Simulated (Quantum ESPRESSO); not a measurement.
**Au under changes of volume**

One of the cells (17.771 Å³/atom); the others are scaled copies at fixed shape and fractional positions:

```
CELL_PARAMETERS angstrom
2.90000 0.00000 0.00000
-1.45000 2.51147 0.00000
0.00000 0.00000 4.88000
ATOMIC_POSITIONS crystal
Au 0.66667 0.33333 0.25000
Au 0.33333 0.66667 0.75000
```

This isn't the form of Au at room conditions, which is fcc.

| Quantity | Value |
| --- | --- |
| Program | Quantum ESPRESSO 7.5 |
| Functional | PBE |
| Potentials or basis | SSSP 1.3 efficiency PBE |
| Cutoff | 816 eV |
| Density cutoff | 3265 eV |
| k mesh | 11 × 11 × 6 |
| Occupations | fermi-dirac, width 0.05 eV |
| Spin | no spin polarisation |

| volume (Å³/atom) | energy over the lowest point (meV/atom) | pressure (GPa) |
| --- | --- | --- |
| 16.705 | 41.05 | 11.8 |
| 17.060 | ? | ? |
| 17.416 | 5.89 | 4.2 |
| 17.771 | 0.00 | 1.0 |
| 18.127 | 0.67 | -1.7 |
| 18.482 | 7.07 | -4.1 |
| 18.837 | 18.47 | -6.2 |

Question: What does the run at 17.060 Å³/atom give?

Answer: Energy over the lowest point 19.25 meV/atom; pressure 7.7 GPa.

Worked out: A Birch-Murnaghan fit of order 3 (a polynomial in V^(-2/3)) to the other rows has its minimum at 17.91 Å³/atom with B0 = V·E''(V) = 141 GPa and B' = 5.6 at fixed shape and positions, which overstates the stiffness. It gives 19.24 meV/atom at 17.060 Å³/atom, against the run's 19.25, and -dE/dV = 7.8 GPa, against 7.7.

Energies are extrapolated to zero smearing.
